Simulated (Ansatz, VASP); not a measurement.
# Two plane-wave programs on AlN

```
CELL_PARAMETERS angstrom
0.00000 -2.00552 -2.00552
0.00000 2.00552 -2.00552
4.01104 0.00000 0.00000
ATOMIC_POSITIONS crystal
Al 0.51675 0.48325 0.00000
Al 0.98325 0.01675 0.50000
N 0.49314 0.50686 0.50000
N 0.00686 0.99314 0.00000
```

Change from the starting cell: mode 4 frozen in at -0.067 Å, equal normal strain along x, y and z +0.0000.

Alike in both runs: task single point; functional LDA; k mesh 8 × 8 × 6; occupations gaussian, width 0.05 eV; no spin polarisation.

```csv
,VASP,Ansatz
version,VASP 6.6.1,Ansatz 0.2.0
potentials or method,"VASP PAW LDA potentials, release 64 (Al, N)","scalar-relativistic, plane waves, PAW"
plane-wave cutoff (eV),520,520
valence electrons in the cell,16,16
```

|  | VASP | Ansatz | Ansatz less VASP |
| --- | --- | --- | --- |
| gap on the k mesh at the Fermi level (eV) | 4.66 | 4.67 | +0.013 |
| least direct gap on the mesh (eV) | 4.70 | 4.71 | +0.013 |
| pressure (GPa) | 1.0 | 0.4 | -0.62 |
| largest component of the traceless stress (GPa) | 0.73 | 0.72 | -0.008 |
| rms of the force components (eV/Å) | 0.316 | 0.313 | -0.0032 |

Atom by atom the forces differ by 0.006 eV/Å (rms over components).

A k mesh can miss the band edges.
